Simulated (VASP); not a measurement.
Write the native input for VASP 6.6.1 that does the following.

| Quantity | Value |
| --- | --- |
| Task | single point |
| Functional | LDA |
| Potentials or basis | VASP PAW LDA potentials, release 64 (Ca_sv) |
| Cutoff | 520 eV |
| k mesh | 7 × 7 × 1 |
| Occupations | gaussian, width 0.1 eV |
| Spin | no spin polarisation |
| Dipole correction | yes |
| Further INCAR settings | ALGO = Normal; EDIFF = 1e-07; NBANDS = 33 |

The structure of Ca lies in POSCAR:

```
Ca
1.0
    2.6150000000      0.0000000000      0.0000000000
    0.0000000000      2.6150000000      0.0000000000
    0.0000000000      0.0000000000     22.4600000000
Ca
5
Direct
    0.0000000000      0.0000000000      0.2671415850
    0.0000000000      0.0000000000      0.3835707925
    0.0000000000      0.0000000000      0.5000000000
    0.0000000000      0.0000000000      0.6164292075
    0.0000000000      0.0000000000      0.7328584150
```

The slab is cut from a database's or a generator's crystal, which needn't be the stable form of the element.

One way to write it, as run:

INCAR

```
  ALGO = Normal
  DIPOL = 0.5 0.5 0.500
  EDIFF = 1E-7
  ENCUT = 520
  GGA = CA
  IDIPOL = 3
  ISIF = 2
  ISMEAR = 0
  LASPH = T
  LCHARG = F
  LDIPOL = T
  LREAL = F
  LWAVE = F
  NBANDS = 33
  NELM = 100
  PREC = Accurate
  SIGMA = 0.1
```

KPOINTS

```
k-points
0
Gamma
  7 7 1
```

Potentials or basis: VASP PAW LDA potentials, release 64 (Ca_sv).

Run with:

```bash
$ cat potpaw_LDA.64/Ca_sv/POTCAR > POTCAR
$ mpirun -np 1 vasp_std > vasp.out
```

Results of the run:

```yaml
Largest_force: 1.430 eV/Å
Band_gap_on_the_k_mesh: none (metal or under the smearing width)
```

Wall time 2.2 min on 1 thread of AMD EPYC 7571, on a shared host, peak memory 0.17 GiB.
